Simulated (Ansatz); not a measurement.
Ge:

```
CELL_PARAMETERS angstrom
0.00000 2.82891 2.82891
2.82891 0.00000 2.82891
2.82891 2.82891 0.00000
ATOMIC_POSITIONS crystal
Ge 0.75000 0.75000 0.75000
Ge 0.50000 0.50000 0.50000
```

```yaml
Program: Ansatz 0.2.0
Task: relaxation of cell and atoms
Functional: HSE03
Potentials_or_basis: Ansatz PAW
Cutoff: "420 eV (not typed: the program's choice for these potentials)"
k_mesh: 4 × 4 × 4
Occupations: fermi-dirac, width 0.05 eV
Spin: no spin polarisation
```

At the start: volume 22.64 Å³/atom.

**Question.** Where does the relaxation end?

**Answer.** It ends after 4 steps and the volume is 23.10 Å³/atom (+2.0 %); space group Fd-3m (No. 227, to 0.05 Å).

The path:
```csv
step,energy change (eV),largest force (eV/Å),volume (Å³)
1,0.0000,0.0000,45.28
2,-0.0042,0.0000,46.11
3,-0.0042,0.0000,46.21
4,-0.0043,0.0000,46.21
```

Final structure:
```yaml
crystal:
  lattice:
    - [0.00000, 2.84810, 2.84810]
    - [2.84810, 0.00000, 2.84810]
    - [2.84810, 2.84810, 0.00000]
  atoms:
    - { symbol: Ge, position: [0.75000, 0.75000, 0.75000] }
    - { symbol: Ge, position: [0.50000, 0.50000, 0.50000] }
```

Caveat: the k mesh is coarse (spacing up to 0.48 Å⁻¹), so the values aren't converged, least of all with exact exchange; the plane-wave basis is chosen anew once the cell has moved, so the energies of steps on either side of that aren't comparable; the PAW data sets come from PBE, with cores solved anew for the run's functional, which leaves a small shift of forces and pressure.
